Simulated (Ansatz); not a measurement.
**From formation energies to a reaction energy: NaH3**

Level of theory: DFT PBE, scalar-relativistic, plane waves, PAW (Ansatz 0.2.0). Settings: cutoff 420 eV, Γ-centred meshes spaced at most about 0.3 Å⁻¹ (2π included), Gaussian smearing. No spin polarisation.

Energies over the elements count from the elements' standard structures at the same level (H₂ as a molecule), with no fitted energy shifts.

Temperature and zero-point effects are left out. No dispersion correction is applied, so the spacing and binding between layers, chains or molecules are poorly described (NaH3 C2/c). With hydrogen, zero-point motion can shift formation energies by some tens of meV/atom.

A trial structure of NaH3 (reached from: perovskite family, tilts a-a-a-, polar shift along [011], changed on relaxing; relaxed: space group C2/c (No. 15), a = 12.586 Å, b = 4.587 Å, c = 4.560 Å, β = 109.8°) has a formation energy of -0.043 eV/atom. It holds H–H pairs as short as in free H₂ molecules (shortest 0.75 Å). At its composition the lowest mixture among the elements and 1 reference phase computed alike (others may be missing) consists of these:

| phase | source | ΔE_f (eV/atom) |
| --- | --- | --- |
| H2 (gas) | element | 0.000 |
| NaH (Fm-3m) | COD | -0.196 |

Question: Write the balanced decomposition and find its energy per atom, per formula unit and per mole of formula units.

Answer: Balancing Na and H gives NaH3 → H2 + NaH. The left side holds 4 atoms, and the products take 2/4 (H2) and 2/4 (NaH) of them. The mixture therefore lies at 2/4 × (0.000) + 2/4 × (-0.196) = -0.098 eV/atom. The reaction energy is -0.098 − (-0.043) = -0.055 eV/atom. Times 4 atoms that is -0.220 eV per NaH3, and times 96.485 it is -21 kJ per mole of NaH3. Decomposition is downhill, so the trial structure is unstable against this mixture. Entropy of the gas would favour the products further at finite temperature.
